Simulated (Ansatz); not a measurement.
# MnO (P6_3mc) in Ansatz: reference runs

How does MnO come out in PBE? The cell is run as given and disturbed.

All numbers are computed with Ansatz 0.2.0; they aren't measurements. Logs are shortened: lines on timing, memory, paths and dates and some standing lists are left out, and cuts for length are marked.

### Step 1. The crystal as given

The structure is hexagonal, space group P6_3mc (No. 186). The conventional cell has a = 3.372 Å, b = 3.372 Å, c = 5.386 Å, α = 90.00°, β = 90.00°, γ = 120.00°. Mn (site symmetry 3m) is surrounded by 4 O at 1.96 to 2.08 Å. O (site symmetry 3m) has 4 Mn at 1.96 to 2.08 Å as nearest neighbours.

Measurements of this composition are mostly on another form, of space group No. 225.

### Step 2. Single point, PBE, collinear spin, ferromagnetic start

input.yaml

```yaml
crystal:
  lattice:
    - [3.3717, 0.0, 0.0]
    - [-1.68585, 2.9199778539, 0.0]
    - [0.0, 0.0, 5.3855]
  atoms:
    - { symbol: Mn, position: [0.6666666667, 0.3333333333, 0.51096], spin: 4.0 }
    - { symbol: Mn, position: [0.3333333333, 0.6666666667, 0.01096], spin: 4.0 }
    - { symbol: O, position: [0.6666666667, 0.3333333333, 0.87547] }
    - { symbol: O, position: [0.3333333333, 0.6666666667, 0.37547] }
hamiltonian:
  xc: pbe
  pseudopotentials: { kind: paw }
magnetization:
  spin_polarized: true
kpoints:
  mp_grid: { grid: [9, 9, 5] }
scf:
  occupations: { method: fermi_dirac, width: 0.05 }
output:
  forces: true
  stress: true
  eigenvalues: true
```

Potentials or basis: Ansatz PAW.

Command:

```
$ ansatz run input.yaml --threads 2 --pin off --max-ram 5120MiB --backend cpu --events-out ev --progress --plain --runs-dir out
```

The program printed:

```text
Warning: RAYON_NUM_THREADS=2 ignored (pool sized by the plan → 2); use --threads N
Engine: ansatz 0.2.0, x86_64-unknown-linux-gnu
Pseudopotentials: kind: paw
Pseudopotential: Mn, paw, valence charge 15, recommended cutoff 420 eV (normal), Mn.paw.azcp
Pseudopotential: O, paw, valence charge 6, recommended cutoff 420 eV (normal), O.paw.azcp
Functional definition: PBE
  parameter kappa = 0.804
  parameter beta = 0.06672455060314922
  exchange = pbe_x(kappa = kappa, mu = beta*pi^2/3)
  correlation = pbe_c(beta = beta)
Crystal: 4 atoms, lattice volume = 53.022 Å³
Basis set: ecut = 420 eV, 1085 PW (Γ), exchange–correlation on 48×48×72 points (8 copies of the dense FFT grid, shifted against one another)
Bands: 30, of which v1, the nominal top of the filled ones, is band 21 counted from 1 (20 counted from 0)
Symmetry: 12 space group operations
Space group: P63mc (ITA 186), of the structure as read, at distance tolerance 3.8e-5 Å
Magnetic group: BNS 186.203 (UNI 1433), of the structure as read, at distance tolerance 3.8e-5 Å
k-points: 36 of 405 (time reversal used)
Non-local potential: Mn, projectors of the file, l = 0: 3, l = 1: 2, l = 2: 3, l = 3: 1
Non-local potential: O, projectors of the file, l = 0: 2, l = 1: 2, l = 2: 1
PAW form: soft (Blöchl's): semilocal exchange-correlation on the pseudo side does not see the compensation charge
PAW one-centre angular grid: Mn, 590 points (default); XC on 64 Gauss nodes
PAW one-centre angular grid: O, 110 points (default); XC on 64 Gauss nodes
Initial density: superposition of atomic densities (chi_scale 0.1, normalization cell, long waves kept (reshape's long-wave potential 0.00 eV rms))
Starting moments: Σ|m| = 8 μB on 2 of 4 sites
Initial wavefunctions: pseudopotential atomic-orbital guess
Functional: x = pbe(κ = 0.804, μ = 0.2195149727645171), c = pbe(β = 0.06672455060314922)
SCF iter   1: F=—  HF=-8933.128057 eV  |F-HF|=—  |Δ(HF+E_count)|=         —  Δρ=1.40e-1 (↑1.40e-1 ↓4.93e-2)  dr2=9.32e0  dr2_m=2.81e0  M=9.852 μB ∫|m|=9.852 μB  β_m=0.30  ethr=3.10e-3  ⟨swp⟩=5.0  Hψ=7422  notcnv=0
Mixer restart at iter 1: flushing history
preconditioner: auto → Kerker (q_TF=auto, 2.624 Å⁻¹)  [metal: Δε(μ)=0.031 eV  Ē_g=9.687 eV  σ=0.050 eV  W_gap=0.15  n_scr=22 (ndim 8)  ℏωp=26.0 eV  f_vac=0.000  D(μ)=1.60/eV (n_scr^D=10)]
spin=Collinear: Kerker preconditioning applied to the charge; magnetization (m = ρ↑ − ρ↓) channel mixes plain (no charge-response kernel on spin).
SCF iter   2: F=—  HF=-8932.488088 eV  |F-HF|=—  |Δ(HF+E_count)|=   6.40e-1  Δρ=8.11e-2 (↑8.11e-2 ↓3.05e-2)  dr2=2.66e0  dr2_m=1.23e0  M=9.975 μB ∫|m|=9.975 μB  β_m=0.47  ethr=3.10e-3  ⟨swp⟩=3.0  Hψ=4967  notcnv=0  defer=110
SCF iter   3: F=—  HF=-8932.368620 eV  |F-HF|=—  |Δ(HF+E_count)|=   1.19e-1  Δρ=1.63e-2 (↑1.63e-2 ↓1.34e-2)  dr2=3.72e-1  dr2_m=4.20e-2  M=9.981 μB ∫|m|=9.981 μB  β_m=0.56  ethr=3.10e-3  ⟨swp⟩=3.0  Hψ=4120  notcnv=0  defer=110
SCF iter   4: F=—  HF=-8932.328155 eV  |F-HF|=—  |Δ(HF+E_count)|=   4.05e-2  Δρ=6.68e-3 (↑6.68e-3 ↓5.92e-3)  dr2=7.87e-2  dr2_m=3.46e-3  M=9.990 μB ∫|m|=9.990 μB  β_m=0.78  ethr=8.85e-4  ⟨swp⟩=2.2  Hψ=3183  notcnv=0  defer=110
SCF iter   5: F=—  HF=-8932.339708 eV  |F-HF|=—  |Δ(HF+E_count)|=         —  Δρ=4.33e-3 (↑4.33e-3 ↓2.22e-3)  dr2=1.28e-2  dr2_m=1.22e-3  M=9.992 μB ∫|m|=9.992 μB  β_m=0.78  ethr=1.87e-4  ⟨swp⟩=2.2  Hψ=3542  notcnv=0  defer=110
Mixer restart at iter 5: flushing history
SCF iter   6: F=—  HF=-8932.343634 eV  |F-HF|=—  |Δ(HF+E_count)|=   3.93e-3  Δρ=1.62e-3 (↑1.62e-3 ↓1.02e-3)  dr2=3.46e-3  dr2_m=1.88e-4  M=9.993 μB ∫|m|=9.993 μB  β_m=0.76  ethr=3.04e-5  ⟨swp⟩=2.0  Hψ=4085  notcnv=0  defer=110
SCF iter   7: F=—  HF=-8932.344631 eV  |F-HF|=—  |Δ(HF+E_count)|=   9.97e-4  Δρ=9.47e-4 (↑9.47e-4 ↓6.91e-4)  dr2=1.24e-3  dr2_m=4.88e-5  M=9.993 μB ∫|m|=9.993 μB  β_m=0.88  ethr=8.23e-6  ⟨swp⟩=2.3  Hψ=3898  notcnv=0  defer=110
SCF iter   8: F=—  HF=-8932.345584 eV  |F-HF|=—  |Δ(HF+E_count)|=   9.54e-4  Δρ=3.90e-4 (↑3.90e-4 ↓3.47e-4)  dr2=3.19e-4  dr2_m=6.64e-6  M=9.993 μB ∫|m|=9.993 μB  β_m=0.94  ethr=2.95e-6  ⟨swp⟩=2.1  Hψ=3134  notcnv=0  defer=110
SCF iter   9: F=—  HF=-8932.345923 eV  |F-HF|=—  |Δ(HF+E_count)|=   3.39e-4  Δρ=1.70e-4 (↑1.70e-4 ↓1.16e-4)  dr2=3.08e-5  dr2_m=1.48e-6  M=9.993 μB ∫|m|=9.993 μB  β_m=0.97  ethr=7.61e-7  ⟨swp⟩=2.0  Hψ=2961  notcnv=0  defer=110
SCF iter  10: F=—  HF=-8932.346106 eV  |F-HF|=—  |Δ(HF+E_count)|=   1.82e-4  Δρ=3.69e-5 (↑3.69e-5 ↓3.46e-5)  dr2=2.02e-6  dr2_m=6.59e-8  M=9.993 μB ∫|m|=9.993 μB  β_m=0.98  ethr=7.33e-8  ⟨swp⟩=2.2  Hψ=3240  notcnv=0  defer=110
SCF iter  11: F=—  HF=-8932.346107 eV  |F-HF|=—  |Δ(HF+E_count)|=   8.21e-7  Δρ=1.04e-5 (↑1.00e-5 ↓1.04e-5)  dr2=2.39e-7  dr2_m=5.60e-9  M=9.993 μB ∫|m|=9.993 μB  β_m=0.99  ethr=4.81e-9  ⟨swp⟩=2.3  Hψ=3257  notcnv=0  defer=110
SCF iter  12: F=-8932.346107 eV  HF=-8932.346107 eV  |F-HF|=5.29e-8  |Δ(HF+E_count)|=   1.75e-7  Δρ=9.09e-6 (↑4.83e-6 ↓9.09e-6)  dr2=8.00e-8  dr2_m=4.49e-9  M=9.993 μB ∫|m|=9.993 μB  ethr=2.38e-10  ⟨swp⟩=5.3  Hψ=8531  notcnv=0
SCF 1 converged in 12 iterations: F = -8932.346107 eV  dr2 = 8.00e-8
WARN: an SCF from antiferromagnetic starting moments (-4.42, 4.42, 0.00, 0.00 Bohr magnetons, atom by atom) was not made, by what the run has read of turns of its moments that order reads lower: the deck asks for what bars it, or types moments that do (magnetization.spin_polarized, in the input reference, names some of the keys), or the run goes by scf.lower_state_search: light, the default, which as a rule tries one only behind a close that has lost an order of both signs, or on which an open d or half-filled 4f shell of a PAW file has lost a moment that was set nearer to Hund's than to what is left; or, under a Hubbard U, one that names an f shell that the input leaves bare beside given moments, or a larger moment for a shell of low spin that is given one. standard, with a start from the atoms, tries one behind each close (in a relaxation, ahead of its steps or at their end). To set out from that order, type those moments (crystal.atoms[].spin; where shells were raised to Hund's moment, beside crystal.symmetry.detect: false) under scf.lower_state_search: light. The bands of the close that named these starting moments, or of the one ahead of a search that led to it (under cold or Methfessel-Paxton smearing those of the Gaussian ahead of it) read a cost of -697.58 meV for the turn to them, carried on from a small turn (-697.58 by the pairs of d shells alone)
SCF converged after 12 iterations
Magnetization: 9.9929 μB (25.9965 up, 16.0035 down)
Absolute magnetization: 9.9929 μB (∫|ρ↑−ρ↓|, with the PAW one-centre terms)
Spin contamination: 0.0122 ħ² per cell (⟨S²⟩ above its minimum at these occupations)
Per-site moments (μB) at R_I (Å): [(3.8396576286340522, 0.8097657995624999), (3.8396576286340514, 0.8097657995625), (0.22737606294121762, 0.8097657995624999), (0.22737606294121937, 0.8097657995625)]
Free energy (F): -8932.346107 eV
Harris-Foulkes:  -8932.346107 eV  (|F-HF|=5.29e-8)
Internal energy: -8932.343536 eV  (E = F + TS)
E sigma→0 (E₀):  -8932.344821 eV
Entropy (-TS):   -0.002571 eV (-0.643 meV/atom)
Fermi energy:    10.769378 eV
--- Per-component energies (eV) ---
  E_band       = -612.244477
  E_kinetic    = 947.703811
  E_local      = -5221.410596  (includes V_loc(G=0)·N_el)
  E_nonlocal   = 603.679055
  E_hartree    = 2108.843663
  E_xc         = -368.859906
  E_vxc        = -471.126223  (∫ρ·V_xc dr)
  E_paw        = -2930.130356  (= ΣΔE_a)
  E_vpaw       = -688.784453  (= ΣTr[D̂ρ^β])
  E_aug_tail   = 0.004825  (compensation charges beyond the density's cutoff)
  E_ewald      = -4072.174031
  E_smearing   = -0.002571  (= −TS)
  E_closure    = -0.000000  (closes the sum)
  Σ components = -8932.346107   (vs F -8932.346107, Δ=0.00e0)
--- Forces (eV/Å), atoms counted from 1 ---
  atom   1  Mn     0.00000000     0.00000000    -0.63353045
  atom   2  Mn     0.00000000    -0.00000000    -0.63353045
  atom   3  O      0.00000000    -0.00000000     0.63355666
  atom   4  O      0.00000000     0.00000000     0.63355666
  max |Σ_I F_I| component: 5.24e-5 eV/Å
--- Stress (GPa, compression-positive) ---
        3.404914      -0.000000       0.000000
       -0.000000       3.404914       0.000000
        0.000000      -0.000000      11.399869
  P = ⅓ Tr σ = 6.0699 GPa (60.699 kbar)
--- Band table (eV; the first three rows and the last of 72) ---
  k-point 0 ↑: bands = ["-71.0499", "-71.0468", "-39.8208", "-39.8184", "-39.8184", "-39.8124", "-39.8124", "-39.7830", "-9.3125", "-8.7912", "3.6016", "4.3226", "4.5006", "4.5006", "4.8524", "4.8524", "7.5889", "7.5889", "8.0856", "8.1313", "8.1313", "9.2389", "9.6865", "9.6865", "10.7512", "10.7512", "10.8184", "14.4610", "16.3175", "22.2540"]
  k-point 1 ↑: bands = ["-71.0496", "-71.0471", "-39.8178", "-39.8178", "-39.8172", "-39.8130", "-39.8130", "-39.7867", "-9.2620", "-8.8398", "3.5710", "4.1435", "4.5220", "4.5220", "4.8047", "4.8047", "7.6568", "7.6568", "8.1068", "8.1068", "8.3735", "9.4451", "9.7750", "9.7750", "10.6452", "10.6452", "10.8970", "13.7385", "17.0531", "21.8380"]
  k-point 2 ↑: bands = ["-71.0488", "-71.0479", "-39.8163", "-39.8163", "-39.8145", "-39.8145", "-39.8078", "-39.7961", "-9.1301", "-8.9686", "3.5957", "3.8089", "4.5886", "4.5886", "4.6953", "4.6953", "7.8242", "7.8242", "8.0024", "8.0024", "8.9992", "9.4918", "10.0299", "10.0299", "10.3674", "10.3674", "11.4549", "12.5440", "18.3791", "20.0054"]
  k-point 35 ↓: bands = ["-66.2119", "-66.2119", "-35.1051", "-35.1051", "-35.0937", "-35.0896", "-35.0681", "-35.0681", "-8.2714", "-8.2714", "4.7912", "4.7912", "5.0929", "5.1533", "6.1075", "6.1075", "11.2571", "11.4539", "12.1322", "12.1322", "12.6958", "12.7308", "12.9666", "12.9666", "13.3510", "13.3510", "18.0275", "18.1864", "18.4409", "18.4409"]
```

Wall time 11 s (2 threads of Intel Xeon at 2.70GHz, shared host); peak memory 0.45 GiB.

Results:

```yaml
Free_energy: -8932.3461 eV
Pressure: 6.1 GPa
Largest_force: 0.634 eV/Å
Band_gap_on_the_k_mesh: none (metal or under the smearing width)
Net_moment: 9.99 μB per cell
Absolute_moment: 9.99 μB per cell
Site_moments: Mn +3.84; O +0.23 μB
```

Forces in eV/Å, atoms in the order of the input:
```
Mn   0.000  0.000 -0.634
Mn   0.000  0.000 -0.634
O    0.000  0.000  0.634
O    0.000  0.000  0.634
```

Levels at points of the mesh, in eV from the Fermi level:
Spin up:
```csv
k point,band 23,band 24,band 25,band 26,band 27,band 28,band 29,band 30
"(0.00, 0.00, 0.00)",-1.08,-1.08,-0.02,-0.02,0.05,3.69,5.55,11.48
```
Spin down:
| k point | band 14 | band 15 | band 16 | band 17 | band 18 | band 19 |
| --- | --- | --- | --- | --- | --- | --- |
| (0.00, 0.00, 0.00) | -4.98 | -4.77 | -4.77 | -0.11 | 0.96 | 0.96 |

Caveat: the magnetic or orbital state may not be the lowest; the pressure holds a Pulay correction of +0.5 GPa for the finite cutoff; semilocal functionals often make such compounds metallic where correlation or magnetic order opens a gap, which also shifts bond lengths; only a ferromagnetic start was run, and an antiferromagnetic order may lie lower in energy. With open d or f shells a metallic result of PBE can be an artefact of self-interaction; +U or a hybrid may open a gap.

### Step 3. Single point, PBE, collinear spin, ferromagnetic start (atoms moved at random, drawn with an rms of 0.05 Å)

input.yaml

```yaml
crystal:
  lattice:
    - [3.3717, 0.0, 0.0]
    - [-1.68585, 2.9199778539, 0.0]
    - [0.0, 0.0, 5.3855]
  atoms:
    - { symbol: Mn, position: [0.651391, 0.320599, 0.503126], spin: 4.0 }
    - { symbol: Mn, position: [0.33732, 0.672369, 0.012057], spin: 4.0 }
    - { symbol: O, position: [0.664999, 0.33927, 0.876786] }
    - { symbol: O, position: [0.320864, 0.651576, 0.372746] }
hamiltonian:
  xc: pbe
  pseudopotentials: { kind: paw }
magnetization:
  spin_polarized: true
kpoints:
  mp_grid: { grid: [9, 9, 5] }
scf:
  occupations: { method: fermi_dirac, width: 0.05 }
output:
  forces: true
  stress: true
  eigenvalues: true
  write_density: true
  write_potential: true
  elf: true
  volumetric_format: npy
```

Potentials or basis: Ansatz PAW.

Command:

```
$ ansatz run input.yaml --threads 2 --pin off --max-ram 5120MiB --backend cpu --events-out ev --progress --plain --runs-dir out
```

The program printed:

```text
Warning: RAYON_NUM_THREADS=2 ignored (pool sized by the plan → 2); use --threads N
Engine: ansatz 0.2.0, x86_64-unknown-linux-gnu
Pseudopotentials: kind: paw
Pseudopotential: Mn, paw, valence charge 15, recommended cutoff 420 eV (normal), Mn.paw.azcp
Pseudopotential: O, paw, valence charge 6, recommended cutoff 420 eV (normal), O.paw.azcp
Functional definition: PBE
  parameter kappa = 0.804
  parameter beta = 0.06672455060314922
  exchange = pbe_x(kappa = kappa, mu = beta*pi^2/3)
  correlation = pbe_c(beta = beta)
Crystal: 4 atoms, lattice volume = 53.022 Å³
Basis set: ecut = 420 eV, 1085 PW (Γ), exchange–correlation on 48×48×72 points (8 copies of the dense FFT grid, shifted against one another)
Bands: 30, of which v1, the nominal top of the filled ones, is band 21 counted from 1 (20 counted from 0)
Symmetry: 1 space group operations
Space group: P1 (ITA 1), of the structure as read, at distance tolerance 3.8e-5 Å
Magnetic group: BNS 1.1 (UNI 1), of the structure as read, at distance tolerance 3.8e-5 Å
k-points: 203 of 405 (time reversal used)
Non-local potential: Mn, projectors of the file, l = 0: 3, l = 1: 2, l = 2: 3, l = 3: 1
Non-local potential: O, projectors of the file, l = 0: 2, l = 1: 2, l = 2: 1
PAW form: soft (Blöchl's): semilocal exchange-correlation on the pseudo side does not see the compensation charge
PAW one-centre angular grid: Mn, 590 points (default); XC on 64 Gauss nodes
[... 49 lines left out ...]
  E_local      = -5220.361369  (includes V_loc(G=0)·N_el)
  E_nonlocal   = 601.569089
  E_hartree    = 2107.961630
  E_xc         = -368.664248
  E_vxc        = -470.841119  (∫ρ·V_xc dr)
  E_paw        = -2929.313541  (= ΣΔE_a)
  E_vpaw       = -687.959325  (= ΣTr[D̂ρ^β])
  E_aug_tail   = 0.004810  (compensation charges beyond the density's cutoff)
  E_ewald      = -4071.586814
  E_smearing   = -0.001424  (= −TS)
  E_closure    = -0.000000  (closes the sum)
  Σ components = -8932.877730   (vs F -8932.877730, Δ=0.00e0)
--- Forces (eV/Å), atoms counted from 1 ---
  atom   1  Mn     0.05139991    -0.04100253     0.33884763
  atom   2  Mn    -0.06560557     0.03748058    -0.31766321
  atom   3  O      0.07711650    -0.06173828    -0.30155489
  atom   4  O     -0.06291277     0.06525812     0.28034929
  max |Σ_I F_I| component: 2.12e-5 eV/Å
--- Stress (GPa, compression-positive) ---
        0.138539      -0.403281      -0.084513
       -0.403281      -0.441397      -0.151616
       -0.084513      -0.151616      -0.950433
  P = ⅓ Tr σ = -0.4178 GPa (-4.178 kbar)
--- Band table (eV; the first three rows and the last of 406) ---
  k-point 0 ↑: bands = ["-71.0230", "-66.3137", "-39.7981", "-39.7909", "-39.7620", "-35.2064", "-35.1575", "-35.1508", "-9.2611", "-8.5869", "3.8512", "4.5804", "4.6106", "4.9580", "5.7019", "5.7377", "7.9900", "8.0083", "9.1570", "9.8267", "9.9692", "9.9936", "12.2458", "12.2931", "13.1767", "13.6293", "13.6794", "15.1969", "17.1418", "22.5874"]
  k-point 1 ↑: bands = ["-71.0230", "-66.3137", "-39.7981", "-39.7909", "-39.7619", "-35.2065", "-35.1574", "-35.1507", "-9.2260", "-8.6204", "3.8556", "4.5810", "4.6083", "4.7679", "5.6795", "5.7154", "8.0198", "8.0425", "9.2442", "9.9818", "10.0170", "10.3121", "12.2444", "12.2914", "13.1046", "13.5902", "13.6421", "14.5872", "17.8364", "22.4843"]
  k-point 2 ↑: bands = ["-71.0230", "-66.3137", "-39.7981", "-39.7909", "-39.7619", "-35.2065", "-35.1574", "-35.1507", "-9.1585", "-8.6850", "3.9089", "4.4290", "4.5834", "4.6137", "5.6429", "5.6804", "8.0677", "8.0975", "9.4141", "10.0249", "10.0614", "11.3672", "12.2405", "12.2890", "12.5347", "13.5243", "13.5794", "13.9823", "19.0768", "20.8097"]
  k-point 202 ↓: bands = ["-70.9603", "-66.3529", "-39.7553", "-39.7341", "-39.7016", "-35.2323", "-35.2256", "-35.2091", "-8.7723", "-8.5765", "3.9711", "4.2102", "4.8562", "5.0302", "5.2449", "5.5082", "8.0115", "8.2705", "8.5992", "9.0606", "9.5233", "11.6260", "12.2183", "12.4225", "12.6876", "13.2218", "14.2987", "17.0583", "17.3695", "18.8707"]
```

v_z.tsv:

```text
# z_ang	v_es[eV]	v_tot_up[eV]	v_tot_dn[eV]
# format = ansatz-planar-average/11
# xc	pbe
# density_cutoff_ev	1680
# datasets	Mn=:simpson_from_first_knot:soft	O=:simpson_from_first_knot:soft
# lattice	3.371700000	0.000000000	0.000000000
# lattice	-1.685850000	2.919977854	0.000000000
# lattice	0.000000000	0.000000000	5.385500000
# sites	4
# site	25	1.655813211	0.936141980	2.709585073
# site	25	0.003828565	1.963302590	0.064932974
# site	8	1.670218799	0.990660886	4.721931003
# site	8	-0.016602251	1.902587490	2.007423583
0.000000	-6.909927e-1	-1.260778e1	-1.379528e1
0.149597	-1.214763e-1	-1.129497e1	-1.266943e1
0.299194	8.176391e-1	-9.418135e0	-1.100956e1
0.448792	2.508569e0	-6.554967e0	-8.385896e0
0.598389	4.797988e0	-3.004979e0	-5.094911e0
0.747986	7.306155e0	6.571130e-1	-1.621089e0
[... 28 lines left out ...]
5.086306	-1.418152e0	-1.386761e1	-1.486611e1
5.235903	-1.386864e0	-1.373610e1	-1.480039e1
```

Wall time 1.8 min (2 threads of Intel Xeon at 2.70GHz, shared host); peak memory 1 GiB.

Results:

```yaml
Free_energy: -8932.8777 eV
Pressure: -0.4 GPa
Largest_force: 0.345 eV/Å
Band_gap_on_the_k_mesh: none (metal or under the smearing width)
Net_moment: 0.00 μB per cell
Absolute_moment: 9.16 μB per cell
Site_moments: Mn +3.77, -3.67; O -0.09, +0.08 μB
```

Forces in eV/Å, atoms in the order of the input:
```
Mn   0.051 -0.041  0.339
Mn  -0.066  0.037 -0.318
O    0.077 -0.062 -0.302
O   -0.063  0.065  0.280
```

Stress tensor (GPa, compression positive):
```
 0.14 -0.40 -0.08
-0.40 -0.44 -0.15
-0.08 -0.15 -0.95
```

Caveat: the pressure holds a Pulay correction of +0.5 GPa for the finite cutoff; semilocal functionals often make such compounds metallic where correlation or magnetic order opens a gap, which also shifts bond lengths; the starting moments weren't kept.
